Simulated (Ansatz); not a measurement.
## Relaxing Sn

Computed with DFT r2SCAN, scalar-relativistic, plane waves, PAW in Ansatz. Run with 500 eV cutoff, 12×12×8 k-mesh, Gaussian smearing of 0.10 eV, no spin polarisation.

What was changed in Ti: Ti → Sn on all its sites, cell and atoms relaxed.

Command:

```bash
ansatz run input.yaml --threads 1 --pin off --max-ram 2560MiB --backend cpu --events-out ev --progress --plain --runs-dir out
```

Input:

```yaml
crystal:
  lattice:
    - [3.3800708955, 0.0, 0.0]
    - [-1.6900354478, 2.9272272621, 0.0]
    - [0.0, 0.0, 5.4157828374]
  atoms:
    - { symbol: Sn, position: [0.3333333333, 0.6666666667, 0.25] }
    - { symbol: Sn, position: [0.6666666667, 0.3333333333, 0.75] }
basis:
  ecutwfc: 500
kpoints:
  mp_grid: { grid: [12, 12, 8] }
hamiltonian:
  xc: r2scan
scf:
  occupations: { method: gaussian, width: 0.1 }
output:
  forces: true
  stress: true
  eigenvalues: true
relax:
  adjacent_minimum: "off"
  f_tol: 0.01
  max_steps: 60
  cell: { stress_tol: 0.1 }
```

F is the free energy. Steps run on the plane waves of an earlier cell, but the last one, and at times one on the way, on a freshly chosen basis, so a repeated geometry can differ a little in energy.

Steps:

```json
{"step": "1", "F − F(1) (eV)": "0.0000", "largest force component (eV/Å)": "0.000", "V (Å³/atom)": "26.793", "P (GPa)": "0.31"}
{"step": "2", "F − F(1) (eV)": "-0.0007", "largest force component (eV/Å)": "0.000", "V (Å³/atom)": "26.987", "P (GPa)": "-0.06"}
{"step": "3", "F − F(1) (eV)": "-0.0009", "largest force component (eV/Å)": "0.000", "V (Å³/atom)": "26.979", "P (GPa)": "-0.02"}
{"step": "4", "F − F(1) (eV)": "-0.0009", "largest force component (eV/Å)": "0.000", "V (Å³/atom)": "26.979", "P (GPa)": "-0.02"}
```

Relaxed structure:

```xyz
2
Lattice="3.3770 0.0000 0.0000 -1.6885 2.9245 0.0000 0.0000 0.0000 5.4635" Properties=species:S:1:pos:R:3 pbc="T T T"
Sn    0.0000    1.9497    1.3659
Sn    1.6885    0.9748    4.0976
```

It takes space group P6_3/mmc (No. 194, hexagonal). The conventional cell has a = 3.377 Å, b = 3.377 Å, c = 5.463 Å, α = 90.00°, β = 90.00°, γ = 120.00°. Sn (site symmetry -6m2) has 12 Sn at 3.36 to 3.38 Å as nearest neighbours.

The run converged. It took 15 s on 1 thread of Oxide Virtual Turin-like Processor (Zen 5), on a shared host, peak memory 0.56 GiB.